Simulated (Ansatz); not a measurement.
GaN:

```
Ga N
1.0
     2.98064    0.00000    0.00000
    -1.49032    2.58131    0.00000
     0.00000    0.00000    2.68337
Ga N
1 1
Cartesian
  1.4903 0.8604 1.3417
  0.0000 0.0000 0.0000
```

The cell was built by a generator and needn't be a form met in nature.

Base run:

- Program: Ansatz 0.2.0
- Functional: PBE
- Potentials or basis: Ansatz PAW
- Cutoff: 420 eV (not typed: the program's choice for these potentials)
- k mesh: 10 × 10 × 10
- Occupations: gaussian, width 0.03 eV
- Spin: no spin polarisation

Its results: band gap on the k mesh none (metal or under the smearing width); pressure 0.0 GPa.

The run is repeated on the same cell with these changes: functional from PBE to PBEsol; occupations from gaussian, width 0.03 eV to fermi-dirac, width 0.05 eV. What comes out?

Band gap on the k mesh none (metal or under the smearing width); pressure -6.6 GPa.

Caveats: the PAW data sets come from PBE, with cores solved anew for the run's functional, which leaves a small shift of forces and pressure (some runs).
